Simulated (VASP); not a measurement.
Calculation: PBE GGA, VASP's PBE PAW potentials (set 64) (plane waves; VASP).

The input files of a VASP run:

KPOINTS:
```
Automatic mesh
0
Gamma
 9 9 9
0 0 0
```

File POSCAR:
```
ZnTe
1.0
  0.0000000000   3.0846430000   3.0846430000
  3.0846430000   0.0000000000   3.0846430000
  3.0846430000   3.0846430000   0.0000000000
Zn Te
1 1
Cart
  3.0846430000   3.0846430000   3.0846430000
  1.5423215000   1.5423215000   1.5423215000
```

**INCAR**
```
SYSTEM=ZnTe
PREC=Accurate; ENCUT=300; LREAL=.FALSE.
LASPH=.TRUE.
EDIFF=1E-6; NELM=100; ALGO=Normal
LMAXMIX=4
ISMEAR=0; SIGMA=0.01
GGA=PE
IBRION=2; NSW=50; ISIF=3
EDIFFG=-0.01
LWAVE=.FALSE.; LCHARG=.FALSE.
```

POTCAR, in this order: Zn Te (PBE.64 set). Program: vasp_std.

What VASP printed:

### OSZICAR
```
       N       E                     dE             d eps       ncg     rms          rms(c)
DAV:   1     0.620057938087E+02    0.62006E+02   -0.61791E+03   910   0.968E+02
DAV:   2    -0.229995740507E+01   -0.64306E+02   -0.62655E+02   995   0.209E+02
DAV:   3    -0.532048552064E+01   -0.30205E+01   -0.30128E+01  1090   0.477E+01
DAV:   4    -0.536019938739E+01   -0.39714E-01   -0.39709E-01  1260   0.536E+00
DAV:   5    -0.536053060919E+01   -0.33122E-03   -0.33122E-03  1075   0.314E-01    0.459E+00
DAV:   6    -0.519807493734E+01    0.16246E+00   -0.54890E-01  1116   0.200E+01    0.357E+00
DAV:   7    -0.518765940924E+01    0.10416E-01   -0.10775E-01  1035   0.347E+00    0.142E+00
DAV:   8    -0.518767479167E+01   -0.15382E-04   -0.41178E-03  1127   0.619E-01    0.377E-01
DAV:   9    -0.518788271453E+01   -0.20792E-03   -0.98644E-04   995   0.292E-01    0.121E-01
DAV:  10    -0.518790176918E+01   -0.19055E-04   -0.69406E-05  1095   0.792E-02    0.896E-02
DAV:  11    -0.518795528290E+01   -0.53514E-04   -0.85999E-05   955   0.649E-02    0.505E-02
DAV:  12    -0.518795607512E+01   -0.79222E-06   -0.37138E-06  1115   0.305E-02
   1 F= -.51879561E+01 E0= -.51879561E+01  d E =-.518796E+01
       N       E                     dE             d eps       ncg     rms          rms(c)
DAV:   1    -0.519916377838E+01   -0.11208E-01   -0.14688E-01  1100   0.712E+00    0.746E-01
DAV:   2    -0.518967693854E+01    0.94868E-02   -0.36081E-02  1075   0.435E+00    0.259E-01
DAV:   3    -0.518848697317E+01    0.11900E-02   -0.96458E-04   980   0.244E-01    0.129E-01
DAV:   4    -0.518816981525E+01    0.31716E-03   -0.26641E-04  1015   0.126E-01    0.459E-02
DAV:   5    -0.518815151925E+01    0.18296E-04   -0.23660E-05  1103   0.544E-02    0.274E-02
DAV:   6    -0.518814721824E+01    0.43010E-05   -0.10481E-05   980   0.388E-02    0.513E-03
DAV:   7    -0.518814772208E+01   -0.50385E-06   -0.10773E-06   545   0.229E-02
   2 F= -.51881477E+01 E0= -.51881477E+01  d E =-.191647E-03
       N       E                     dE             d eps       ncg     rms          rms(c)
DAV:   1    -0.518952349159E+01   -0.13763E-02   -0.17636E-02  1100   0.244E+00    0.260E-01
DAV:   2    -0.518837139273E+01    0.11521E-02   -0.45855E-03  1080   0.160E+00    0.903E-02
DAV:   3    -0.518823120053E+01    0.14019E-03   -0.12068E-04   970   0.106E-01    0.451E-02
DAV:   4    -0.518819421134E+01    0.36989E-04   -0.35095E-05  1030   0.494E-02    0.165E-02
DAV:   5    -0.518819216867E+01    0.20427E-05   -0.28519E-06   940   0.183E-02    0.104E-02
DAV:   6    -0.518819144798E+01    0.72069E-06   -0.12259E-06   510   0.138E-02
   3 F= -.51881914E+01 E0= -.51881914E+01  d E =-.235373E-03
```

### OUTCAR
```
------------------------ aborting loop because EDIFF is reached ----------------------------------------
  FORCE on cell =-STRESS in cart. coord.  units (eV):
  Direction    XX          YY          ZZ          XY          YZ          ZX
  --------------------------------------------------------------------------------------
  Total       -0.0017453     -0.0017453     -0.0017453     -0.0000000      0.0000000     -0.0000000
  in kB       -0.0473994     -0.0473994     -0.0473994     -0.0000000      0.0000000     -0.0000000
  external PRESSURE =      -0.0473994 kB  Pullay stress =       0.0000000 kB
  volume of cell :       59.00
      direct lattice vectors                 reciprocal lattice vectors
    -0.000000000  3.089795333  3.089795333    -0.161823016  0.161823016  0.161823016
     3.089795333 -0.000000000  3.089795333     0.161823016 -0.161823016  0.161823016
     3.089795333  3.089795333 -0.000000000     0.161823016  0.161823016 -0.161823016
 POSITION                                       TOTAL-FORCE (eV/Angst)
 -----------------------------------------------------------------------------------
      3.08980      3.08980      3.08980        -0.000000     -0.000000     -0.000000
      1.54490      1.54490      1.54490         0.000000      0.000000      0.000000
 -----------------------------------------------------------------------------------
    total drift:                                0.000003      0.000003      0.000003
  FREE ENERGIE OF THE ION-ELECTRON SYSTEM (eV)
  ---------------------------------------------------
  free  energy   TOTEN  =        -5.1881914480 eV

  energy  without entropy=       -5.1881914480  energy(sigma->0) =       -5.18819145

 reached required accuracy - stopping structural energy minimisation
```
(Selected blocks of OUTCAR.)

### CONTCAR
```
ZnTe
   1.00000000000000
    -0.0000000000000000    3.0897953325466165    3.0897953325466165
     3.0897953325466165   -0.0000000000000000    3.0897953325466165
     3.0897953325466165    3.0897953325466165   -0.0000000000000000
  Zn              Te
     1     1
Direct
     0.5000000000000000    0.5000000000000000    0.5000000000000000
     0.2500000000000000    0.2500000000000000    0.2500000000000000
```

At this cut-off the stress carries a Pulay error, which pulls relaxed volumes low.

The structure comes from a computed database's ZnTe entry; how it stands against other phases isn't given here. This run relaxes it. Symmetry was kept, so distortions that lower it aren't found. The run is one of a series of settings (EDIFFG = -0.01, IBRION = 2, ISIF = 3, NSW = 50 against the base run), some of them coarse on purpose.
